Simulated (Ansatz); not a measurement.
LiF in the rocksalt structure, relaxed with r2SCAN in the PAW code Ansatz. It is cubic, Fm-3m (No. 225); a = 3.990 Å in the conventional setting, 7.94 Å³ an atom. Li has 6 F at 1.99 Å; F has 6 Li at 1.99 Å.

The axes x, y and z are those of this cell:
```
Li F
1.0
     0.00000    1.99487    1.99487
     1.99487    0.00000    1.99487
     1.99487    1.99487    0.00000
Li F
1 1
Cartesian
  0.0000 0.0000 0.0000
  1.9949 1.9949 1.9949
```

Unstrained: The PBE gap is indirect, 9.347 eV (Γ–K (0.17 of the way from Γ) to Γ), below the direct gap of 9.348 eV at Γ. Least and direct gap differ so little that the kind isn't settled. r2SCAN gives a direct gap of 10.330 eV at Γ. The HSE06 gap is indirect, 11.674 eV (Γ–K (0.17 of the way from Γ) to Γ), below the direct gap of 11.675 eV at Γ. Least and direct gap differ so little that the kind isn't settled. Meshes: PBE 10×10×10, r2SCAN 10×10×10, HSE06 8×8×8. Strains are changes of length per length. After each strain the atoms were relaxed again with r2SCAN within the symmetry that the strain leaves, so tilts or polar shifts that break it weren't tested; points keep the names that they have in the unstrained zone. Calculated for a static, non-magnetic cell.

(1) Apply isotropic -4.0 % on every length. How far does the gap move, against the unstrained cell?

(2) Estimate what isotropic +2.0 % on every length does to the gap.

(3) Apply isotropic -1.0 % on every length. How far does the gap move, against the unstrained cell?

(4) Apply isotropic +1.0 % on every length. How far does the gap move, against the unstrained cell?

(5) Apply isotropic -2.0 % on every length. How far does the gap move, against the unstrained cell?

(6) Apply isotropic +3.0 % on every length. How far does the gap move, against the unstrained cell?

(7) Estimate what isotropic -3.0 % on every length does to the gap.

(8) Apply isotropic +4.0 % on every length. How far does the gap move, against the unstrained cell?

(9) Order the strained cells by their HSE06 gap, smallest first.
A. isotropic -2.0 % on every length
B. isotropic -4.0 % on every length
C. isotropic +4.0 % on every length
D. isotropic +2.0 % on every length
E. isotropic -3.0 % on every length
F. isotropic -1.0 % on every length
G. isotropic +3.0 % on every length
H. isotropic +1.0 % on every length

Results:

(1) PBE: the gap goes from 9.347 to 10.565 eV (+1.218 eV). r2SCAN: the gap goes from 10.330 to 11.608 eV (+1.278 eV). HSE06: the gap goes from 11.674 to 12.978 eV (+1.304 eV). The r2SCAN energy rises by 31.7 meV an atom.

(2) PBE: the gap goes from 9.347 to 8.820 eV (-0.527 eV). r2SCAN: the gap goes from 10.330 to 9.779 eV (-0.551 eV). HSE06: the gap goes from 11.674 to 11.109 eV (-0.565 eV). The r2SCAN energy rises by 6.4 meV an atom.

(3) PBE: the gap goes from 9.347 to 9.629 eV (+0.282 eV); the edges go from Γ–K (0.17) → Γ to Γ–K (0.18) → Γ. r2SCAN: the gap goes from 10.330 to 10.626 eV (+0.296 eV). HSE06: the gap goes from 11.674 to 11.978 eV (+0.304 eV); the edges go from Γ–K (0.17) → Γ to Γ–K (0.18) → Γ. The r2SCAN energy rises by 1.8 meV an atom.

(4) PBE: the gap goes from 9.347 to 9.077 eV (-0.270 eV). r2SCAN: the gap goes from 10.330 to 10.048 eV (-0.282 eV). HSE06: the gap goes from 11.674 to 11.385 eV (-0.289 eV). The r2SCAN energy rises by 1.6 meV an atom.

(5) PBE: the gap goes from 9.347 to 9.926 eV (+0.579 eV); the edges go from Γ–K (0.17) → Γ to Γ–K (0.18) → Γ. r2SCAN: the gap goes from 10.330 to 10.938 eV (+0.608 eV). HSE06: the gap goes from 11.674 to 12.295 eV (+0.621 eV); the edges go from Γ–K (0.17) → Γ to Γ–K (0.18) → Γ. The r2SCAN energy rises by 7.5 meV an atom.

(6) PBE: the gap goes from 9.347 to 8.574 eV (-0.773 eV). r2SCAN: the gap goes from 10.330 to 9.523 eV (-0.807 eV). HSE06: the gap goes from 11.674 to 10.844 eV (-0.830 eV). The r2SCAN energy rises by 14.0 meV an atom.

(7) PBE: the gap goes from 9.347 to 10.238 eV (+0.891 eV). r2SCAN: the gap goes from 10.330 to 11.265 eV (+0.935 eV). HSE06: the gap goes from 11.674 to 12.628 eV (+0.954 eV). The r2SCAN energy rises by 17.3 meV an atom.

(8) PBE: the gap goes from 9.347 to 8.339 eV (-1.008 eV); the edges go from Γ–K (0.17) → Γ to (-0.068, 0, 0.062) → Γ. r2SCAN: the gap goes from 10.330 to 9.278 eV (-1.052 eV). HSE06: the gap goes from 11.674 to 10.592 eV (-1.082 eV); least and direct gap lie within 0.04 eV, so its kind isn't settled. The r2SCAN energy rises by 24.2 meV an atom.

(9) C (10.59 eV), G (10.84 eV), D (11.11 eV), H (11.39 eV), F (11.98 eV), A (12.30 eV), E (12.63 eV), B (12.98 eV).

Where an edge lies off the special points, it is a point of the mesh or the k point where a search put PBE's edge or least direct gap, reused for the other functionals, whose own edges may lie a little apart.

Coordinates of k points refer to the reciprocal vectors of the primitive cell of the runs.

The meshes of the hybrids are coarse, so their gaps aren't converged to the digits shown.
